**Q:** I have one iridium crystal, relaxed with five functionals. Which gives the largest cell, and is the spread worth my attention?

GPAW 26.7.0, plane-wave PAW DFT with D4 dispersion for fcc iridium (one-atom primitive cell): 600 eV cutoff, 12 × 12 × 12 k mesh, Fermi-Dirac smearing of 0.05 eV, no spin polarisation or spin-orbit coupling. Volume changes are relative to the common starting cell; a is the edge of the relaxed primitive cell.

| functional | potentials | volume change (%) | relaxed length a (Å) |
| --- | --- | --- | --- |
| PBE | GPAW-PAW-data-sets-(gpaw-data-1.2.1) | 0.070 | 2.70970 |
| PBEsol | PAW-data-sets-made-by gpaw-setup-for-the-functional | -1.870 | 2.69200 |
| revPBE | GPAW-PAW-data-sets-(gpaw-data-1.2.1) | -0.760 | 2.70220 |
| RPBE | GPAW-PAW-data-sets-(gpaw-data-1.2.1) | -0.970 | 2.70030 |
| BLYP | PAW-data-sets-made-by gpaw-setup-for-the-functional | 1.640 | 2.72380 |

**A:** BLYP gives the largest cell and PBEsol the smallest. The volume change is measured against the common starting cell, and between these two it differs by 3.5 percentage points. The relaxed length a is the distance between neighbouring atoms, and there the spread is only about 0.03 Å, or 1.2%. That hardly alters the picture of the structure, but it matters as soon as you calculate stress. In per cent, a small change of volume is about three times the change of length, because all three edges move together. Lengths b and c repeat a by symmetry, so each functional supplies one independent result. The table is also a selection that leaves out failed runs, among others, so the ranking and the spread hold for these five functionals only.

**Q:** Could I have foreseen the final volume before the cell was allowed to move?

**A:** Yes, from the pressure in the starting cell. Near its best volume a crystal behaves like a spring, and the bulk modulus $B$ is its stiffness. If the pressure goes from $p_0$ to $p_1$ during relaxation, the relative volume change is

$$\frac{\Delta V}{V}\approx\frac{p_0-p_1}{B}.$$

A negative pressure means that the crystal wants to shrink. Before the run you would set $p_1$ to zero, the target of the relaxation; the check below uses the small pressure that was really left.

Take RPBE. Its pressure starts at −3.75 GPa and ends at −0.02 GPa, and the PBE run gives $B$ = 382 GPa. The estimate is (−3.75 + 0.02)/382, or −0.98%, while the full relaxation gives −0.97%. The PBE run finished without a warning, but the data makers' tests on other systems suggest that a metal's elastic response may not be converged in k points on a working mesh like this one. No finer mesh was tried here, so $B$ has an untested error of its own.

The same $B$ was used for the other three functionals with a recorded starting pressure, without adjustment, and the output below lists the results. BLYP expands slightly more than the spring predicts, and PBEsol contracts slightly less. That is the direction expected of a real crystal, which softens when stretched and stiffens when squeezed, though each functional's own stiffness may also differ from PBE's. The agreement shows that pressures and volumes are consistent, but it leaves open why each functional starts with its own pressure.

**Q:** Then why does RPBE pull inward? I thought it was known for loose lattices.

**A:** It is, when used without a dispersion correction. Stretching a crystal makes its electron density more uneven, and RPBE's exchange energy rewards unevenness more strongly than PBE's does. Without dispersion, RPBE and its close relative revPBE therefore give larger metal cells than PBE. Here both give smaller ones, and RPBE lies about 1.0 percentage point below PBE in volume.

The likely cause is D4, the dispersion correction included in every run. It adds an attraction that weakens with distance and so favours a tighter cell. Its strength is adjusted to each functional, and one that binds too weakly by itself usually receives more help. The D4 energy is indeed 0.83 eV per atom more negative for RPBE than for PBE, and revPBE lies between them in both D4 energy and volume. That suggests a stronger inward pull but does not measure it. The PBE and RPBE runs also share one release of atomic data sets, which makes the comparison fairly clean, but only runs without D4 could show its share of the shift directly. D4 also has a known weakness here: it is fitted mainly to molecules and does not treat screening by conduction electrons explicitly, so it may pull too hard in a dense metal.

**Q:** So the functional with the strongest D4 energy gives the smallest cell?

**A:** No, here it gives the largest. BLYP has the strongest D4 energy, ahead of RPBE by only about 0.02 eV per atom, yet its volume change lies 2.6 percentage points above RPBE's. PBEsol is the opposite case: it has the weakest D4 energy and the smallest cell, as expected of a functional that favours tighter solids than PBE even without dispersion. A cell responds to how the energy changes with volume, not to how large the energy is. A D4 energy that was the same at every volume would leave the cell unchanged, however large it was.

The energies involved make this plain. RPBE has a D4 energy of −1.76 eV per atom, but its whole relaxation gains only about 1.5 meV. The final volume is a balance of slopes, with D4 pulling inward against whatever the functional does by itself. BLYP without dispersion is known to make heavy transition metals much too large, so an expansion can survive even a strong D4 pull. BLYP also uses data sets generated separately from those of RPBE, and how much of the gap comes from that has not been tested.

**Q:** PBE hardly changes the starting cell. Does that make it the most accurate choice?

**A:** It makes PBE the closest match to this particular cell, which is a weaker statement. PBE without dispersion is known to give iridium a cell that is somewhat too large, and D4 is expected to pull it back. The near-zero change is then a balance between PBE's own overestimate and the contraction from D4, and it need not carry over to another metal or another property.

The yardstick is also uncertain at this level. The usual room-temperature edge of iridium is, as a rough recalled figure, 0.2% longer than the starting edge. Against that edge, the PBE volume would be about 0.5% too small instead of 0.07% too large. Thermal expansion, zero-point motion and spin-orbit coupling are absent from the calculation too, so a match to a tenth of a per cent should not be read as accuracy.

**Q:** Which digits can I trust when I compare two functionals?

**A:** Start with the closest pair, revPBE and RPBE. Their volumes differ by 0.21 percentage points, which is only 0.002 Å in the neighbour distance. The pressure left at the end of any of these relaxations corresponds to at most 0.03% in volume, so incomplete relaxation does not explain the gap. Whether a finer k mesh would preserve it has not been checked. The data makers also caution, from tests on other systems, that forces after very small moves may still carry the previous step's grid. Symmetry keeps the force on the single atom at zero here, but whether the stress, which sets the final volume, is affected in a similar way has not been tested. I would treat the order of this pair as provisional. I would read the lengths to the third decimal at most, because the leftover pressure alone can shift the fourth. The wider gaps are safer, although any gap to PBEsol or BLYP also includes an untested change of data sets.

**Q:** What should I change in practice if I want to calculate stress in an iridium film?

**A:** Relax the unstrained crystal first, with the same functional and the same dispersion correction that you will use for the film. In iridium, one per cent of volume corresponds to almost 4 GPa. In the starting cell, PBEsol already reports a pressure of −7.4 GPa and BLYP one of +5.9 GPa, although nobody has strained the material. If you borrow a cell from elsewhere, a false stress of this origin is mixed into the one you want to know. Its size in a film will differ from the bulk pressure, because the film can relax across its thickness.

Switching D4 off also calls for a new reference cell. I would expect the cells to grow, and RPBE to move back above PBE, but the size of those shifts needs its own calculation.

**Q:** And if I replace iridium with a softer metal?

**A:** The spring rule still tells you what to look for. Under the same mismatch in pressure, a metal with half the stiffness changes its volume twice as much. The pressure itself will also change, because both the functional's error and the D4 pull depend on the element. Stiffness tells you how far a given push moves the cell, but the push has to be calculated afresh.

Output of the analysis:

```
Size and dispersion:
     row  volume change (%)  length change (%)  cubic edge (A)  D4 energy (eV)
     PBE               0.07            0.02335           3.832         -0.9283
  PBEsol              -1.87              -0.63           3.807         -0.5509
  revPBE              -0.76            -0.2535           3.821          -1.503
    RPBE              -0.97            -0.3236           3.819          -1.756
    BLYP               1.64             0.5438           3.852           -1.78
Spring model:
     row  start pressure (GPa)  predicted volume change (%)  miss (points)  energy gained (meV)  spring energy (meV)
     PBE                   n/a                          n/a            n/a                  n/a             0.008203
  PBEsol                -7.428                        -1.92       -0.04962                 6.13                5.854
  revPBE                -2.923                      -0.7623      -0.002344                 0.93               0.9669
    RPBE                 -3.75                      -0.9763      -0.006334                 1.54                1.575
    BLYP                 5.937                         1.57       -0.06984                4.396                4.503
BLYP less PBEsol, volume (% of start): 3.51
BLYP less PBEsol, contact length (A): 0.0318
BLYP less PBEsol, length (% of start): 1.174
PBEsol less PBE, volume (% of start): -1.94
revPBE less PBE, volume (% of start): -0.83
RPBE less PBE, volume (% of start): -1.04
RPBE less revPBE, volume (% of start): -0.21
RPBE less revPBE, contact length (A): -0.0019
BLYP less RPBE, volume (% of start): 2.61
revPBE less PBE, D4 energy (eV): -0.5748
RPBE less PBE, D4 energy (eV): -0.8278
BLYP less RPBE, D4 energy (eV): -0.02339
Pressure for one percent of volume (GPa): 3.816
Largest miss of the spring model (points of volume change): 0.06984
Largest volume error left by the final pressure (%): 0.02702
Pressure that matches the PBE volume change (GPa): 0.2671
Volume change for 0.001 A in the contact length (%): 0.1107
PBE volume against a reference edge 0.2 percent longer (%): -0.528
```
